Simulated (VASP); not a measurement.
# CoO (I4/mmm) in VASP: convergence with k mesh

Aim: find how far k mesh must go before the results for CoO settle, at PBEsol. This setting moves, with any that are tied to it; all else stays.

Everything below comes from runs of VASP 6.6.1. Logs are shortened: lines on timing, memory, paths and dates and some standing lists are left out, and cuts for length are marked.

## Step 1: The crystal as given

It takes space group I4/mmm (No. 139, tetragonal). The conventional cell has a = 3.016 Å, b = 3.016 Å, c = 4.214 Å, α = 90.00°, β = 90.00°, γ = 90.00°. Co (site symmetry 4/mmm) is surrounded by 6 O at 2.11 to 2.13 Å. Around O (site symmetry 4/mmm) lie 6 Co at 2.11 to 2.13 Å.

## Step 2: With k mesh 3 × 3 × 3

The input, INCAR:

```
SYSTEM = CoO
PREC = Accurate ; ENCUT = 400
EDIFF = 1E-7 ; ISMEAR = 0
SIGMA = 0.02 ; LREAL = .FALSE.
LASPH = .TRUE. ; NELM = 100
ALGO = Fast ; ISIF = 2
LWAVE = .FALSE. ; LCHARG = .FALSE.
ISPIN = 2 ; MAGMOM = 2 0
LORBIT = 11 ; LMAXMIX = 4
GGA = PS
```

The input, KPOINTS:

```
regular mesh
0
G
  3 3 3
  0 0 0
```

The input, POSCAR:

```
CoO
1.0
   -1.5080000000      1.5080000000      2.1072475377
    1.5080000000     -1.5080000000      2.1072475377
    1.5080000000      1.5080000000     -2.1072475377
Co O
1 1
Direct
    0.0000000000      0.0000000000      0.0000000000
    0.5000000000      0.5000000000      0.0000000000
```

Potentials or basis: VASP PAW PBE potentials, release 64 (Co, O_s).

On the command line:

```bash
cat potpaw_PBE.64/Co/POTCAR potpaw_PBE.64/O_s/POTCAR > POTCAR
mpirun -np 1 vasp_std > vasp.out
```

OUTCAR:

```text
SYSTEM = CoO
   PREC = Accurate
   ENCUT = 400
   EDIFF = 1E-7
   ISMEAR = 0
   LREAL = .FALSE.
   LASPH = .TRUE.
   NELM = 100
   ISIF = 2
   ISPIN = 2
   LORBIT = 11
   GGA = PS

 Found      6 irreducible k-points:

 Following reciprocal coordinates:
            Coordinates               Weight
  0.000000  0.000000  0.000000      1.000000
  0.333333  0.000000 -0.000000      8.000000
  0.333333  0.333333 -0.000000      8.000000
 -0.333333  0.333333  0.000000      4.000000
 -0.333333  0.333333  0.333333      4.000000
 -0.333333 -0.333333  0.333333      2.000000
   k-points           NKPTS =      6   k-points in BZ     NKDIM =      6   number of bands    NBANDS=     12
   number of dos      NEDOS =    301   number of ions     NIONS =      2
   total plane-waves  NPLWV =   8000
   dimension x,y,z NGX =    20 NGY =   20 NGZ =   20
   dimension x,y,z NGXF=    40 NGYF=   40 NGZF=   40
   ions per type =               1   1
   NGX,Y,Z   is equivalent  to a cutoff of  11.09, 11.09, 11.09 a.u.
   NGXF,Y,Z  is equivalent  to a cutoff of  22.18, 22.18, 22.18 a.u.
 SYSTEM =  CoO
   PREC   = accura    normal or accurate (medium, high low for compatibility)
   ISTART =      0    job   : 0-new  1-cont  2-samecut
   ICHARG =      2    charge: 1-file 2-atom 10-const
   ISPIN  =      2    spin polarized calculation?
   LNONCOLLINEAR =      F non collinear calculations
   LSORBIT =      F    spin-orbit coupling
   LASPH  =      T    aspherical Exc in radial PAW
   ENCUT  =  400.0 eV  29.40 Ry    5.42 a.u.   4.89  4.89  4.89*2*pi/ulx,y,z
   NELM   =    100;   NELMIN=  2; NELMDL= -5     # of ELM steps
   EDIFF  = 0.1E-06   stopping-criterion for ELM
   LREAL  =      F    real-space projection
   EDIFFG = 0.1E-05   stopping-criterion for IOM
   NSW    =      0    number of steps for IOM
   IBRION =     -1    ionic relax: 0-MD 1-quasi-New 2-CG
   NFREE  =      0    steps in history (QN), initial steepest desc. (CG)
   ISIF   =      2    stress and relaxation
   ISYM   =      2    0-nonsym 1-usesym 2-fastsym
   POTIM  = 0.5000    time-step for ionic-motion
   TEBEG  =    0.0;   TEEND  =   0.0 temperature during run
   PSTRESS=    0.0 pullay stress
   NELECT =      15.0000    total number of electrons
   NUPDOWN=      -1.0000    fix difference up-down
   EMIN   =  10.00;   EMAX   =-10.00  energy-range for DOS
   EFERMI =   0.00;   METHOD = LEGACY
   ISMEAR =     0;   SIGMA  =   0.02  broadening in eV -4-tet -1-fermi 0-gaus
   EFERMI_NEDOS =   21; number of points for ismear=-14 and -15
   IALGO  =     68    algorithm
   IMIX   =      4    mixing-type and parameters
     AMIX     =   0.40;   BMIX     =  1.00
     AMIX_MAG =   1.60;   BMIX_MAG =  1.00
  volume/ion in A,a.u.               =       9.58        64.68
  Fermi-wavevector in a.u.,A,eV,Ry     =   1.508618  2.850874 30.965868  2.275927
  Thomas-Fermi vector in A             =   2.619048
   LORBIT       =     11    0 simple, 1 ext, 2 COOP (PROOUT), +10 PAW based schemes
   GGA     = PS    functional components
   LHFCALC =     F    Hartree Fock is set to
   AEXX    =    0.0000 exact exchange contribution
   IVDW    =     0    specifies the selected vdW correction
   LEPSILON=     F    determine dielectric tensor
   LRPA    =     F    only Hartree local field effects (RPA)
 spin polarized calculation
 RMM-DIIS sequential band-by-band and
 Gauss-broadening in eV      SIGMA  =   0.02
  energy-cutoff  :      400.00
  volume of cell :       19.17
 maximum number of plane-waves:       353
   NGX =  9   NGY =  9   NGZ =  9

 number of electron      15.0000009 magnetization       2.9999995

 Free energy of the ion-electron system (eV)
  ---------------------------------------------------
  ext. energy  EPLUGINS =         0.00000000
  ---------------------------------------------------
  free energy    TOTEN  =       -13.89258958 eV

  energy without entropy =      -13.89015025  energy(sigma->0) =      -13.89136992

 E-fermi :   8.1187     XC(G=0): -12.7092

 val. band max:        8.1167797127   @ k =   0.3333   0.3333  -0.0000
 cond. band min:       8.3859364407   @ k =  -0.3333   0.3333   0.3333
 fundamental gap:      0.2691567280
 Fermi energy:         8.1187065803

 spin component 1

 k-point     1 :       0.0000    0.0000    0.0000
  band No.  band energies     occupation
      1     -12.0509      1.00000
      2       4.9165      1.00000
      3       4.9328      1.00000
      4       4.9651      1.00000
      5       4.9939      1.00000
      6       4.9939      1.00000
      7       5.0034      1.00000
      8       5.0034      1.00000
      9       5.0589      1.00000
     10       9.1325      0.00000
     11      24.8573      0.00000
     12      26.2532      0.00000

 k-point     2 :       0.3333    0.0000   -0.0000
  band No.  band energies     occupation
      1     -11.1290      1.00000
      2       0.8248      1.00000
      3       2.4505      1.00000
      4       2.4801      1.00000
      5       5.5544      1.00000
      6       5.5687      1.00000
      7       6.0065      1.00000
      8       7.7778      1.00000
      9       7.8464      1.00000
     10      12.6639      0.00000
     11      18.3283      0.00000
     12      22.4611      0.00000
[... 31 lines left out ...]
 k-point     5 :      -0.3333    0.3333    0.3333
  band No.  band energies     occupation
      1     -10.6747      1.00000
      2       1.1914      1.00000
      3       1.7950      1.00000
      4       2.4283      1.00000
      5       5.4322      1.00000
      6       5.8061      1.00000
      7       6.2234      1.00000
      8       6.2551      1.00000
      9       7.4798      1.00000
     10      16.4128      0.00000
     11      16.6831      0.00000
     12      18.0908      0.00000

 k-point     6 :      -0.3333   -0.3333    0.3333
  band No.  band energies     occupation
      1     -11.0091      1.00000
      2       1.0401      1.00000
      3       3.6880      1.00000
      4       3.6880      1.00000
      5       4.3739      1.00000
      6       5.1978      1.00000
      7       6.2266      1.00000
      8       6.2266      1.00000
      9       6.3303      1.00000
     10      14.0218      0.00000
     11      18.8291      0.00000
     12      20.1703      0.00000
 Fermi energy:         8.1187065803

 spin component 2

 k-point     1 :       0.0000    0.0000    0.0000
  band No.  band energies     occupation
      1     -11.4530      1.00000
      2       5.6476      1.00000
      3       5.6960      1.00000
      4       5.6960      1.00000
      5       7.1019      1.00000
      6       7.1019      1.00000
      7       7.1500      1.00000
      8       8.0518      1.00000
      9       8.0700      0.99971
     10       9.6942      0.00000
     11      24.7368      0.00000
     12      26.7833      0.00000

 k-point     2 :       0.3333    0.0000   -0.0000
  band No.  band energies     occupation
      1     -10.4924      1.00000
      2       1.4850      1.00000
      3       3.8572      1.00000
      4       3.8806      1.00000
      5       7.8651      1.00000
      6       7.8830      1.00000
      7       8.0257      1.00000
      8      10.2335      0.00000
      9      10.3085      0.00000
     10      13.1754      0.00000
     11      18.9882      0.00000
     12      23.0475      0.00000
[... 31 lines left out ...]
 k-point     5 :      -0.3333    0.3333    0.3333
  band No.  band energies     occupation
      1      -9.9915      1.00000
      2       1.9370      1.00000
      3       2.4214      1.00000
      4       3.7074      1.00000
      5       7.6464      1.00000
      6       8.1136      0.64170
      7       8.3859      0.00000
      8       9.1729      0.00000
      9      10.1748      0.00000
     10      17.0183      0.00000
     11      17.5006      0.00000
     12      18.6095      0.00000

 k-point     6 :      -0.3333   -0.3333    0.3333
  band No.  band energies     occupation
      1     -10.3465      1.00000
      2       1.8081      1.00000
      3       4.4541      1.00000
      4       4.4541      1.00000
      5       6.2260      1.00000
      6       8.4257      0.00000
      7       8.4292      0.00000
      8       8.4292      0.00000
      9       9.1961      0.00000
     10      14.9228      0.00000
     11      19.4367      0.00000
     12      20.7746      0.00000

------------------------ aborting loop because EDIFF is reached ----------------------------------------

  FORCE on cell =-STRESS in cart. coord.  units (eV):
  Direction    XX          YY          ZZ          XY          YZ          ZX
  --------------------------------------------------------------------------------------
  -------------------------------------------------------------------------------------
  Total       -1.1999451     -1.1999451     -1.0888791      0.0000000      0.0000000      0.0000000
  in kB     -100.2983405   -100.2983405    -91.0148031      0.0000000      0.0000000      0.0000000
  external PRESSURE =     -97.2038280 kB  Pullay stress =       0.0000000 kB

 VOLUME and BASIS-vectors are now :
 -----------------------------------------------------------------------------
  energy-cutoff  :      400.00
  volume of cell :       19.17
      direct lattice vectors                 reciprocal lattice vectors
    -1.508000000  1.508000000  2.107247538     0.000000000  0.331564987  0.237276348
     1.508000000 -1.508000000  2.107247538     0.331564987  0.000000000  0.237276348
     1.508000000  1.508000000 -2.107247538     0.331564987  0.331564987  0.000000000

 POSITION                                       TOTAL-FORCE (eV/Angst)
 -----------------------------------------------------------------------------------
      0.00000      0.00000      0.00000         0.000000     -0.000000     -0.000000
      0.00000      0.00000      2.10725        -0.000000      0.000000      0.000000
 -----------------------------------------------------------------------------------
    total drift:                               -0.000000     -0.000000      0.000000

  FREE ENERGIE OF THE ION-ELECTRON SYSTEM (eV)
  ---------------------------------------------------
  free  energy   TOTEN  =       -13.8925895827 eV

  energy  without entropy=      -13.8901502497  energy(sigma->0) =      -13.89136992

 total charge

# of ion       s       p       d       tot
------------------------------------------
    1        0.299   0.365   7.143   7.808
    2        1.770   4.102   0.000   5.872
--------------------------------------------------
tot          2.070   4.468   7.143  13.681

 magnetization (x)

# of ion       s       p       d       tot
------------------------------------------
    1        0.013   0.012   2.569   2.594
    2        0.026   0.350   0.000   0.375
--------------------------------------------------
tot          0.039   0.362   2.569   2.970
```

Run time: 8.3 s. Hardware: 1 thread of Intel Xeon 6975P-C (Granite Rapids), shared host; peak memory 0.13 GiB.

Results:

```yaml
Free_energy: -13.8926 eV
Pressure: -9.7 GPa
Band_gap_on_the_k_mesh: none (metal or under the smearing width)
Net_moment: 3.00 μB per cell
Site_moments: Co +2.59; O +0.38 μB
Valence_electrons_inside_the_program's_atomic_spheres: Co 7.81; O 5.87
```

## Step 3: With k mesh 4 × 4 × 4

INCAR is that of step 2.

The input, KPOINTS:

```
regular mesh
0
G
  4 4 4
  0 0 0
```

POSCAR is that of step 2.

Potentials or basis: VASP PAW PBE potentials, release 64 (Co, O_s).

On the command line:

```bash
cat potpaw_PBE.64/Co/POTCAR potpaw_PBE.64/O_s/POTCAR > POTCAR
mpirun -np 1 vasp_std > vasp.out
```

Run time: 5.7 s. Hardware: 1 thread of Intel Xeon 6975P-C (Granite Rapids), shared host; peak memory 0.13 GiB.

Results:

| Property | Result |
| --- | --- |
| Free energy | -13.9573 eV |
| Pressure | -16.3 GPa |
| Band gap on the k mesh | none (metal or under the smearing width) |
| Net moment | 2.37 μB per cell |
| Site moments | Co +2.18; O +0.16 μB |
| Valence electrons inside the program's atomic spheres | Co 7.85; O 5.84 |

## Step 4: With k mesh 5 × 5 × 5

INCAR is that of step 3.

The input, KPOINTS:

```
regular mesh
0
G
  5 5 5
  0 0 0
```

POSCAR is that of step 3.

On the command line:

```bash
cat potpaw_PBE.64/Co/POTCAR potpaw_PBE.64/O_s/POTCAR > POTCAR
mpirun -np 1 vasp_std > vasp.out
```

Wall time 7 s (1 thread of Intel Xeon 6975P-C (Granite Rapids), shared host); peak memory 0.13 GiB.

What came out:

* Free energy: -13.9352 eV
* Pressure: -9.2 GPa
* Band gap on the k mesh: none (metal or under the smearing width)
* Net moment: 3.00 μB per cell
* Site moments: Co +2.61; O +0.35 μB
* Valence electrons inside the program's atomic spheres: Co 7.81; O 5.87

## Step 5: With k mesh 7 × 7 × 7

INCAR is that of step 4.

The input, KPOINTS:

```
regular mesh
0
G
  7 7 7
  0 0 0
```

POSCAR is that of step 4.

On the command line:

```bash
cat potpaw_PBE.64/Co/POTCAR potpaw_PBE.64/O_s/POTCAR > POTCAR
mpirun -np 1 vasp_std > vasp.out
```

Run time: 11 s. Hardware: 1 thread of Intel Xeon 6975P-C (Granite Rapids), shared host; peak memory 0.13 GiB.

What came out:

```
Free energy                                           : -13.9513 eV
Pressure                                              : -9.6 GPa
Band gap on the k mesh                                : none (metal or under the smearing width)
Net moment                                            : 2.98 μB per cell
Site moments                                          : Co +2.59; O +0.35 μB
Valence electrons inside the program's atomic spheres : Co 7.81; O 5.87
```

## Step 6: With k mesh 9 × 9 × 9

INCAR is that of step 5.

The input, KPOINTS:

```
regular mesh
0
G
  9 9 9
  0 0 0
```

POSCAR is that of step 5.

Potentials or basis: VASP PAW PBE potentials, release 64 (Co, O_s).

On the command line:

```bash
cat potpaw_PBE.64/Co/POTCAR potpaw_PBE.64/O_s/POTCAR > POTCAR
mpirun -np 1 vasp_std > vasp.out
```

It took 17 s on 1 thread of Intel Xeon 6975P-C (Granite Rapids), shared host; peak memory 0.14 GiB.

What came out:

* Free energy: -13.9509 eV
* Pressure: -9.9 GPa
* Band gap on the k mesh: none (metal or under the smearing width)
* Net moment: 2.95 μB per cell
* Site moments: Co +2.57; O +0.34 μB
* Valence electrons inside the program's atomic spheres: Co 7.81; O 5.87

## Step 7: With k mesh 11 × 11 × 11

INCAR is that of step 6.

The input, KPOINTS:

```
regular mesh
0
G
  11 11 11
  0 0 0
```

POSCAR is that of step 6.

On the command line:

```bash
cat potpaw_PBE.64/Co/POTCAR potpaw_PBE.64/O_s/POTCAR > POTCAR
mpirun -np 1 vasp_std > vasp.out
```

It took 26 s on 1 thread of Intel Xeon 6975P-C (Granite Rapids), shared host; peak memory 0.15 GiB.

What came out:

```yaml
Free_energy: -13.9511 eV
Pressure: -10.0 GPa
Band_gap_on_the_k_mesh: none (metal or under the smearing width)
Net_moment: 2.94 μB per cell
Site_moments: Co +2.56; O +0.33 μB
Valence_electrons_inside_the_program's_atomic_spheres: Co 7.81; O 5.87
```

## Step 8: With k mesh 14 × 14 × 14

INCAR is that of step 7.

The input, KPOINTS:

```
regular mesh
0
G
  14 14 14
  0 0 0
```

POSCAR is that of step 7.

On the command line:

```bash
cat potpaw_PBE.64/Co/POTCAR potpaw_PBE.64/O_s/POTCAR > POTCAR
mpirun -np 1 vasp_std > vasp.out
```

It took 46 s on 1 thread of Intel Xeon 6975P-C (Granite Rapids), shared host; peak memory 0.19 GiB.

Results (log left out):

* Free energy: -13.9503 eV
* Pressure: -9.7 GPa
* Band gap on the k mesh: none (metal or under the smearing width)
* Net moment: 2.96 μB per cell
* Site moments: Co +2.58; O +0.34 μB
* Valence electrons inside the program's atomic spheres: Co 7.81; O 5.87

## Step 9: Summary

| k mesh | energy less the tightest run, at zero smearing (meV/atom) | pressure (GPa) | largest site moment (μB) | SCF cycles | CPU time (s) | peak memory (GiB) |
| --- | --- | --- | --- | --- | --- | --- |
| 3 × 3 × 3 | 29.29 | -9.72 | 2.59 | 36 | 7.8 | 0.13 |
| 4 × 4 × 4 | -3.38 | -16.29 | 2.18 | 19 | 5.2 | 0.13 |
| 5 × 5 × 5 | 7.56 | -9.25 | 2.61 | 21 | 6.5 | 0.13 |
| 7 × 7 × 7 | -0.47 | -9.62 | 2.59 | 22 | 11 | 0.13 |
| 9 × 9 × 9 | -0.30 | -9.94 | 2.57 | 20 | 16 | 0.14 |
| 11 × 11 × 11 | -0.40 | -9.97 | 2.56 | 20 | 25 | 0.15 |
| 14 × 14 × 14 | 0.00 | -9.74 | 2.58 | 20 | 46 | 0.19 |

Against the tightest run, the energy stays within 1 meV/atom from 7 × 7 × 7 on; the largest site moment stays within 0.02 μB from 7 × 7 × 7 on. Not settled before the last step: the pressure (to 0.1 GPa). Meshes of other sizes hit other points, so gaps and Fermi surfaces needn't settle smoothly. The tightest run that finished is the yardstick and may itself not be fully converged.

Caveats: the PAW data sets were made with another functional, which shifts forces and pressure a little; a cell with one magnetic atom can't hold antiferromagnetic order, which such compounds often take; semilocal functionals often make such compounds metallic where correlation or magnetic order opens a gap, which also shifts bond lengths.
